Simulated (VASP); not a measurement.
CdS (Hawleyite):

```
CELL_PARAMETERS angstrom
0.00000 2.91764 2.91764
2.91764 0.00000 2.91764
2.91764 2.91764 0.00000
ATOMIC_POSITIONS crystal
Cd 0.00000 0.00000 0.00000
S 0.25000 0.25000 0.25000
```

Program: VASP 6.6.1. Alike in all runs: task band structure; potentials or basis VASP PAW PBE potentials, release 64 (Cd, S); no spin polarisation; cell as given; k mesh 6 × 6 × 6; cutoff (eV) 520; smearing gaussian 0.03 eV.

Order these runs on this cell by their band gap on the k mesh, lowest first.
A. level PBE0; exchange at q = 0 truncated
B. level PBE
C. level HSE06; screening parameter 0.2 1/A

B (1.15 eV), C (2.18 eV), A (2.81 eV).
